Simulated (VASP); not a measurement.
# SnSe (Pnma) in VASP: notebook, part 2 of 4

VASP 6.6.1. Earlier steps stand in the parts before.

## Step 3: Band structure, LAK

INCAR reads:

```
PREC = Accurate
ENCUT = 520
EDIFF = 1E-7
ISMEAR = -1
SIGMA = 0.05
LREAL = False
LASPH = True
NELM = 60
ALGO = Normal
ISIF = 2
LWAVE = False
LCHARG = False
METAGGA = LAK
LMIXTAU = True
```

KPOINTS reads:

```
Automatic mesh
0
Gamma
  3 6 6
```

POSCAR reads:

```
SnSe
1.0
   11.4200000000      0.0000000000      0.0000000000
    0.0000000000      4.1900000000      0.0000000000
    0.0000000000      0.0000000000      4.4600000000
Sn Se
4 4
Direct
    0.8770000000      0.7500000000      0.9090000000
    0.6230000000      0.2500000000      0.4090000000
    0.3770000000      0.7500000000      0.5910000000
    0.1230000000      0.2500000000      0.0910000000
    0.6430000000      0.7500000000      0.9840000000
    0.8570000000      0.2500000000      0.4840000000
    0.1430000000      0.7500000000      0.5160000000
    0.3570000000      0.2500000000      0.0160000000
```

KPOINTS_OPT reads:

```
path GXSYGZURTZ,YT,UX,SR
10
line-mode
reciprocal
 0.0000000000  0.0000000000  0.0000000000  G
 0.0000000000  0.5000000000  0.0000000000  X

 0.0000000000  0.5000000000  0.0000000000  X
 0.0000000000  0.5000000000  0.5000000000  S

 0.0000000000  0.5000000000  0.5000000000  S
 0.0000000000  0.0000000000  0.5000000000  Y

 0.0000000000  0.0000000000  0.5000000000  Y
 0.0000000000  0.0000000000  0.0000000000  G

 0.0000000000  0.0000000000  0.0000000000  G
 0.5000000000  0.0000000000  0.0000000000  Z

 0.5000000000  0.0000000000  0.0000000000  Z
 0.5000000000  0.5000000000  0.0000000000  U

 0.5000000000  0.5000000000  0.0000000000  U
 0.5000000000  0.5000000000  0.5000000000  R

 0.5000000000  0.5000000000  0.5000000000  R
 0.5000000000  0.0000000000  0.5000000000  T

 0.5000000000  0.0000000000  0.5000000000  T
 0.5000000000  0.0000000000  0.0000000000  Z

 0.0000000000  0.0000000000  0.5000000000  Y
 0.5000000000  0.0000000000  0.5000000000  T

 0.5000000000  0.5000000000  0.0000000000  U
 0.0000000000  0.5000000000  0.0000000000  X

 0.0000000000  0.5000000000  0.5000000000  S
 0.5000000000  0.5000000000  0.5000000000  R
```

Potentials or basis: VASP PAW PBE potentials, release 64 (Sn_d, Se).

Launch:

```
cat potpaw_PBE.64/Sn_d/POTCAR potpaw_PBE.64/Se/POTCAR > POTCAR
mpirun -np 1 vasp_std > vasp.out
```

OUTCAR:

```text
PREC = Accurate
   ENCUT = 520
   EDIFF = 1E-7
   ISMEAR = -1
   LREAL = False
   LASPH = True
   NELM = 60
   ISIF = 2
   METAGGA = LAK

 ion  position               nearest neighbor table
   1  0.877  0.750  0.909-   5 2.69   6 2.83   6 2.83   4 3.60   4 3.60
   2  0.623  0.250  0.409-   6 2.69   5 2.83   5 2.83   3 3.60   3 3.60
   3  0.377  0.750  0.591-   7 2.69   8 2.83   8 2.83   2 3.60   2 3.60
   4  0.123  0.250  0.091-   8 2.69   7 2.83   7 2.83   1 3.60   1 3.60
   5  0.643  0.750  0.984-   1 2.69   2 2.83   2 2.83
   6  0.857  0.250  0.484-   2 2.69   1 2.83   1 2.83
   7  0.143  0.750  0.516-   3 2.69   4 2.83   4 2.83
   8  0.357  0.250  0.016-   4 2.69   3 2.83   3 2.83

  LATTYP: Found a simple orthorhombic cell.
 ALAT       =     4.1900000000
 B/A-ratio  =     1.0644391408
 C/A-ratio  =     2.7255369928

  Lattice vectors:

 A1 = (   0.0000000000,   4.1900000000,   0.0000000000)
 A2 = (   0.0000000000,   0.0000000000,   4.4600000000)
 A3 = (  11.4200000000,   0.0000000000,   0.0000000000)

Analysis of symmetry for initial positions (statically):
=====================================================================
[... 188 lines left out ...]

 val. band max:        5.6912553637   @ k =   0.0000   0.0000   0.3333
 cond. band min:       6.7528237241   @ k =   0.0000   0.3333   0.0000
 fundamental gap:      1.0615683604
 Fermi energy:         6.2236331122

 k-point     1 :       0.0000    0.0000    0.0000
  band No.  band energies     occupation
      1     -16.6850      2.00000
      2     -16.6741      2.00000
      3     -16.6726      2.00000
      4     -16.6690      2.00000
      5     -16.6687      2.00000
      6     -16.6684      2.00000
[... 1213 lines left out ...]
     47      10.1534      0.00000
     48      10.1534      0.00000

 [... further k-points ...]
[... 5 lines left out ...]
  --------------------------------------------------------------------------------------
  -------------------------------------------------------------------------------------
  Total        9.0986972      5.6972650      6.0989243      0.0000000      0.0000000      0.0000000
  in kB       68.3085095     42.7722419     45.7877008      0.0000000      0.0000000      0.0000000
  external PRESSURE =      52.2894841 kB  Pullay stress =       0.0000000 kB

 VOLUME and BASIS-vectors are now :
 -----------------------------------------------------------------------------
  energy-cutoff  :      520.00
  volume of cell :      213.41
      direct lattice vectors                 reciprocal lattice vectors
    11.420000000  0.000000000  0.000000000     0.087565674  0.000000000  0.000000000
     0.000000000  4.190000000  0.000000000     0.000000000  0.238663484  0.000000000
     0.000000000  0.000000000  4.460000000     0.000000000  0.000000000  0.224215247

 POSITION                                       TOTAL-FORCE (eV/Angst)
 -----------------------------------------------------------------------------------
     10.01534      3.14250      4.05414         0.155893     -0.000000     -0.217852
      7.11466      1.04750      1.82414        -0.155893     -0.000000     -0.217852
      4.30534      3.14250      2.63586         0.155893      0.000000      0.217852
      1.40466      1.04750      0.40586        -0.155893      0.000000      0.217852
      7.34306      3.14250      4.38864        -0.048357     -0.000000      0.239240
      9.78694      1.04750      2.15864         0.048357     -0.000000      0.239240
      1.63306      3.14250      2.30136        -0.048357      0.000000     -0.239240
      4.07694      1.04750      0.07136         0.048357      0.000000     -0.239240
 -----------------------------------------------------------------------------------
    total drift:                                0.000000     -0.000000      0.000000

  FREE ENERGIE OF THE ION-ELECTRON SYSTEM (eV)
  ---------------------------------------------------
  free  energy   TOTEN  =       169.8068127003 eV

  energy  without entropy=      169.8068139061  energy(sigma->0) =      169.80681330
```

stdout:

```text
POSCAR found type information on POSCAR SnSe
 POSCAR found :  2 types and       8 ions
 scaLAPACK will be used
 -----------------------------------------------------------------------------
|                                                                             |
|                                                                             |
|     You enforced a specific xc type in the INCAR file but a different       |
|     I HOPE YOU KNOW WHAT YOU ARE DOING!                                     |
|                                                                             |
 -----------------------------------------------------------------------------

 LDA part: xc-table for (None), standard interpolation
 POSCAR, INCAR and KPOINTS ok, starting setup
 FFT: planning ... GRIDC
 FFT: planning ... GRID_SOFT
 FFT: planning ... GRID
 WAVECAR not read
 entering main loop
 Start KPOINTS_OPT (optional k-point list driver)
k-point batch [1-32\120]
k-point batch [33-64\120]
k-point batch [65-96\120]
k-point batch [97-120\120]
```

It took 40 min on 1 thread of Intel Xeon 6975P-C (Granite Rapids), shared host; peak memory 0.65 GiB.

Results:

```
Free energy             : 169.8068 eV
Pressure                : 5.2 GPa
Largest force           : 0.268 eV/Å
Band gap on the k mesh  : 1.06 eV, indirect (least direct gap 1.22 eV)
Band gap along the path : 1.06 eV, indirect (least direct gap 1.22 eV)
```

Forces in eV/Å, atoms in the order of the input:
```
Sn   0.156  0.000 -0.218
Sn  -0.156  0.000 -0.218
Sn   0.156  0.000  0.218
Sn  -0.156  0.000  0.218
Se  -0.048  0.000  0.239
Se   0.048  0.000  0.239
Se  -0.048  0.000 -0.239
Se   0.048  0.000 -0.239
```

Levels at the corners of the path, in eV from the valence-band top:
| point | band 38 | band 39 | band 40 | band 41 | band 42 | band 43 |
| --- | --- | --- | --- | --- | --- | --- |
| Γ | -1.26 | -0.91 | -0.65 | 1.20 | 3.51 | 3.58 |
| X | -0.99 | -0.80 | -0.80 | 1.36 | 1.36 | 1.90 |
| X | -0.99 | -0.80 | -0.80 | 1.36 | 1.36 | 1.90 |
| S | -2.39 | -1.66 | -1.66 | 3.30 | 3.30 | 3.53 |
| S | -2.39 | -1.66 | -1.66 | 3.30 | 3.30 | 3.53 |
| Y | -0.67 | -0.19 | -0.19 | 1.67 | 1.67 | 1.86 |
| Y | -0.67 | -0.19 | -0.19 | 1.67 | 1.67 | 1.86 |
| Γ | -1.26 | -0.91 | -0.65 | 1.20 | 3.51 | 3.58 |
| Γ | -1.26 | -0.91 | -0.65 | 1.20 | 3.51 | 3.58 |
| Z | -2.13 | -0.75 | -0.75 | 3.13 | 3.13 | 3.30 |
| Z | -2.13 | -0.75 | -0.75 | 3.13 | 3.13 | 3.30 |
| U | -1.00 | -1.00 | -1.00 | 1.83 | 1.83 | 1.83 |
| U | -1.00 | -1.00 | -1.00 | 1.83 | 1.83 | 1.83 |
| R | -1.71 | -1.71 | -1.71 | 3.11 | 3.11 | 3.11 |
| R | -1.71 | -1.71 | -1.71 | 3.11 | 3.11 | 3.11 |
| T | -0.55 | -0.18 | -0.18 | 1.64 | 1.64 | 1.92 |
| T | -0.55 | -0.18 | -0.18 | 1.64 | 1.64 | 1.92 |
| Z | -2.13 | -0.75 | -0.75 | 3.13 | 3.13 | 3.30 |
| Y | -0.67 | -0.19 | -0.19 | 1.67 | 1.67 | 1.86 |
| T | -0.55 | -0.18 | -0.18 | 1.64 | 1.64 | 1.92 |
| U | -1.00 | -1.00 | -1.00 | 1.83 | 1.83 | 1.83 |
| X | -0.99 | -0.80 | -0.80 | 1.36 | 1.36 | 1.90 |
| S | -2.39 | -1.66 | -1.66 | 3.30 | 3.30 | 3.53 |
| R | -1.71 | -1.71 | -1.71 | 3.11 | 3.11 | 3.11 |

Caveat: the PAW data sets were made with another functional, which shifts forces and pressure a little; spin-orbit coupling is left out, which moves the levels of the heavy elements.

## Step 4: Band structure, PBE

POSCAR is that of step 3.

INCAR.step1 reads:

```
SYSTEM = SnSe
  PREC = Accurate
  ENCUT = 520
  EDIFF = 1E-6
  ISMEAR = -1
  SIGMA = 0.05
  LREAL = .False.
  LASPH = .True.
  NELM = 100
  ALGO = Normal
  ISIF = 2
  LWAVE = .False.
  LCHARG = .True.
  GGA = PE
```

KPOINTS.step1 reads:

```
Automatic mesh
0
Gamma
  3 6 6
  0 0 0
```

INCAR.step2 reads:

```
SYSTEM = SnSe
  PREC = Accurate
  ENCUT = 520
  EDIFF = 1E-6
  ISMEAR = 0
  SIGMA = 0.05
  LREAL = .False.
  LASPH = .True.
  NELM = 100
  ALGO = Normal
  ISIF = 2
  LWAVE = .False.
  LCHARG = .False.
  GGA = PE
  ICHARG = 11
```

KPOINTS.step2 reads:

```
path GXSYGZURTZ,YT,UX,SR
15
line-mode
reciprocal
 0.0000000000  0.0000000000  0.0000000000  G
 0.0000000000  0.5000000000  0.0000000000  X

 0.0000000000  0.5000000000  0.0000000000  X
 0.0000000000  0.5000000000  0.5000000000  S

 0.0000000000  0.5000000000  0.5000000000  S
 0.0000000000  0.0000000000  0.5000000000  Y

 0.0000000000  0.0000000000  0.5000000000  Y
 0.0000000000  0.0000000000  0.0000000000  G

 0.0000000000  0.0000000000  0.0000000000  G
 0.5000000000  0.0000000000  0.0000000000  Z

 0.5000000000  0.0000000000  0.0000000000  Z
 0.5000000000  0.5000000000  0.0000000000  U

 0.5000000000  0.5000000000  0.0000000000  U
 0.5000000000  0.5000000000  0.5000000000  R

 0.5000000000  0.5000000000  0.5000000000  R
 0.5000000000  0.0000000000  0.5000000000  T

 0.5000000000  0.0000000000  0.5000000000  T
 0.5000000000  0.0000000000  0.0000000000  Z

 0.0000000000  0.0000000000  0.5000000000  Y
 0.5000000000  0.0000000000  0.5000000000  T

 0.5000000000  0.5000000000  0.0000000000  U
 0.0000000000  0.5000000000  0.0000000000  X

 0.0000000000  0.5000000000  0.5000000000  S
 0.5000000000  0.5000000000  0.5000000000  R
```

Potentials or basis: VASP PAW PBE potentials, release 64 (Sn_d, Se).

Launch:

```
cat potpaw_PBE.64/Sn_d/POTCAR potpaw_PBE.64/Se/POTCAR > POTCAR
cp INCAR.step1 INCAR
cp KPOINTS.step1 KPOINTS
mpirun -np 1 vasp_std > vasp.out
cp INCAR.step2 INCAR
cp KPOINTS.step2 KPOINTS
mpirun -np 1 vasp_std > vasp.out
```

OUTCAR:

```text
SYSTEM = SnSe
   PREC = Accurate
   ENCUT = 520
   EDIFF = 1E-6
   ISMEAR = 0
   LREAL = .False.
   LASPH = .True.
   NELM = 100
   ISIF = 2
   GGA = PE
   ICHARG = 11

 ion  position               nearest neighbor table
   1  0.877  0.750  0.909-   5 2.69   6 2.83   6 2.83   4 3.60   4 3.60
   2  0.623  0.250  0.409-   6 2.69   5 2.83   5 2.83   3 3.60   3 3.60
   3  0.377  0.750  0.591-   7 2.69   8 2.83   8 2.83   2 3.60   2 3.60
   4  0.123  0.250  0.091-   8 2.69   7 2.83   7 2.83   1 3.60   1 3.60
   5  0.643  0.750  0.984-   1 2.69   2 2.83   2 2.83
   6  0.857  0.250  0.484-   2 2.69   1 2.83   1 2.83
   7  0.143  0.750  0.516-   3 2.69   4 2.83   4 2.83
   8  0.357  0.250  0.016-   4 2.69   3 2.83   3 2.83

  LATTYP: Found a simple orthorhombic cell.
 ALAT       =     4.1900000000
 B/A-ratio  =     1.0644391408
 C/A-ratio  =     2.7255369928

  Lattice vectors:

 A1 = (   0.0000000000,   4.1900000000,   0.0000000000)
 A2 = (   0.0000000000,   0.0000000000,   4.4600000000)
 A3 = (  11.4200000000,   0.0000000000,   0.0000000000)

Analysis of symmetry for initial positions (statically):
[... 186 lines left out ...]
 val. band max:        5.4752044181   @ k =   0.0000   0.0000   0.3571
 cond. band min:       6.0144734434   @ k =   0.0000   0.3214   0.0000
 fundamental gap:      0.5392690253
 Fermi energy:         5.6942351887

 k-point     1 :       0.0000    0.0000    0.0000
  band No.  band energies     occupation
      1     -15.8836      2.00000
      2     -15.8734      2.00000
      3     -15.8717      2.00000
      4     -15.8702      2.00000
      5     -15.8675      2.00000
      6     -15.8664      2.00000
[... 1213 lines left out ...]
     47       9.7849      0.00000
     48       9.7977      0.00000

 [... further k-points ...]
[... 5 lines left out ...]
  --------------------------------------------------------------------------------------
  -------------------------------------------------------------------------------------
  Total        1.4001243      4.0820185      2.4044567      0.0000000      0.0000000      0.0000000
  in kB       10.5114396     30.6457723     18.0514693      0.0000000      0.0000000      0.0000000
  external PRESSURE =      19.7362271 kB  Pullay stress =       0.0000000 kB

 VOLUME and BASIS-vectors are now :
 -----------------------------------------------------------------------------
  energy-cutoff  :      520.00
  volume of cell :      213.41
      direct lattice vectors                 reciprocal lattice vectors
    11.420000000  0.000000000  0.000000000     0.087565674  0.000000000  0.000000000
     0.000000000  4.190000000  0.000000000     0.000000000  0.238663484  0.000000000
     0.000000000  0.000000000  4.460000000     0.000000000  0.000000000  0.224215247

 POSITION                                       TOTAL-FORCE (eV/Angst)
 -----------------------------------------------------------------------------------
     10.01534      3.14250      4.05414         0.188173      0.000000     -0.165338
      7.11466      1.04750      1.82414        -0.188173     -0.000000     -0.165338
      4.30534      3.14250      2.63586         0.188173      0.000000      0.165338
      1.40466      1.04750      0.40586        -0.188173     -0.000000      0.165338
      7.34306      3.14250      4.38864        -0.046445      0.000000      0.195998
      9.78694      1.04750      2.15864         0.046445      0.000000      0.195998
      1.63306      3.14250      2.30136        -0.046445      0.000000     -0.195998
      4.07694      1.04750      0.07136         0.046445     -0.000000     -0.195998
 -----------------------------------------------------------------------------------
    total drift:                                0.000000     -0.000000      0.000000

  FREE ENERGIE OF THE ION-ELECTRON SYSTEM (eV)
  ---------------------------------------------------
  free  energy   TOTEN  =       -32.3301903524 eV

  energy  without entropy=      -32.3301903524  energy(sigma->0) =      -32.33019035
```

OSZICAR.step1:

```text
N       E                     dE             d eps       ncg     rms          rms(c)
DAV:   1     0.884142881704E+03    0.88414E+03   -0.36992E+04  3336   0.215E+03
DAV:   2     0.116875744931E+03   -0.76727E+03   -0.74512E+03  3080   0.632E+02
DAV:   3    -0.236569182992E+02   -0.14053E+03   -0.13471E+03  3664   0.208E+02
DAV:   4    -0.331982305454E+02   -0.95413E+01   -0.93934E+01  3688   0.546E+01
DAV:   5    -0.335001774743E+02   -0.30195E+00   -0.30147E+00  3608   0.106E+01    0.655E+00
DAV:   6    -0.327824603582E+02    0.71772E+00   -0.14482E+00  4240   0.585E+00    0.412E+00
DAV:   7    -0.327755540555E+02    0.69063E-02   -0.59954E-01  3968   0.279E+00    0.150E+00
DAV:   8    -0.327720920626E+02    0.34620E-02   -0.70011E-02  4016   0.166E+00    0.334E-01
DAV:   9    -0.327722865320E+02   -0.19447E-03   -0.94542E-03  3920   0.627E-01    0.108E-01
DAV:  10    -0.327723550562E+02   -0.68524E-04   -0.83526E-04  3824   0.158E-01    0.592E-02
DAV:  11    -0.327724263464E+02   -0.71290E-04   -0.31165E-04  4072   0.962E-02    0.214E-02
DAV:  12    -0.327724098876E+02    0.16459E-04   -0.45869E-05  3944   0.368E-02    0.753E-03
DAV:  13    -0.327724105348E+02   -0.64728E-06   -0.79253E-06  2888   0.102E-02
   1 F= -.32772411E+02 E0= -.32772352E+02  d E =-.117244E-03
```

Wall time 21 min (1 thread of Intel Xeon 6975P-C (Granite Rapids), shared host); peak memory 1.3 GiB.

Results:

```yaml
Band_gap_on_the_k_mesh: 0.54 eV, indirect (least direct gap 0.70 eV)
Band_gap_along_the_path: 0.54 eV, indirect (least direct gap 0.66 eV)
```

Levels at the corners of the path, in eV from the valence-band top:
```csv
point,band 37,band 38,band 39,band 40,band 41,band 42,band 43,band 44
Γ,-1.55,-1.19,-0.77,-0.56,0.79,2.95,3.04,3.06
X,-1.02,-1.02,-0.75,-0.75,0.91,0.91,1.39,1.39
X,-1.02,-1.02,-0.75,-0.75,0.91,0.91,1.39,1.39
S,-2.25,-2.25,-1.52,-1.52,2.86,2.86,3.11,3.11
S,-2.25,-2.25,-1.52,-1.52,2.86,2.86,3.11,3.11
Y,-0.78,-0.78,-0.31,-0.31,1.26,1.26,1.59,1.59
Y,-0.78,-0.78,-0.31,-0.31,1.26,1.26,1.59,1.59
Γ,-1.55,-1.19,-0.77,-0.56,0.79,2.95,3.04,3.06
Γ,-1.55,-1.19,-0.77,-0.56,0.79,2.95,3.04,3.06
Z,-1.83,-1.83,-0.63,-0.63,2.64,2.64,2.83,2.83
Z,-1.83,-1.83,-0.63,-0.63,2.64,2.64,2.83,2.83
U,-1.01,-1.01,-1.01,-1.01,1.40,1.40,1.40,1.40
U,-1.01,-1.01,-1.01,-1.01,1.40,1.40,1.40,1.40
R,-1.53,-1.53,-1.53,-1.53,2.62,2.62,2.62,2.62
R,-1.53,-1.53,-1.53,-1.53,2.62,2.62,2.62,2.62
T,-0.55,-0.55,-0.29,-0.29,1.25,1.25,1.60,1.60
T,-0.55,-0.55,-0.29,-0.29,1.25,1.25,1.60,1.60
Z,-1.83,-1.83,-0.63,-0.63,2.64,2.64,2.83,2.83
Y,-0.78,-0.78,-0.31,-0.31,1.26,1.26,1.59,1.59
T,-0.55,-0.55,-0.29,-0.29,1.25,1.25,1.60,1.60
U,-1.01,-1.01,-1.01,-1.01,1.40,1.40,1.40,1.40
X,-1.02,-1.02,-0.75,-0.75,0.91,0.91,1.39,1.39
S,-2.25,-2.25,-1.52,-1.52,2.86,2.86,3.11,3.11
R,-1.53,-1.53,-1.53,-1.53,2.62,2.62,2.62,2.62
```

Caveat: the log is that of the step along the path at fixed density, whose energy, stress, charges and moments have no meaning; spin-orbit coupling is left out, which moves the levels of the heavy elements.

(Continued in part 3 of 4.)
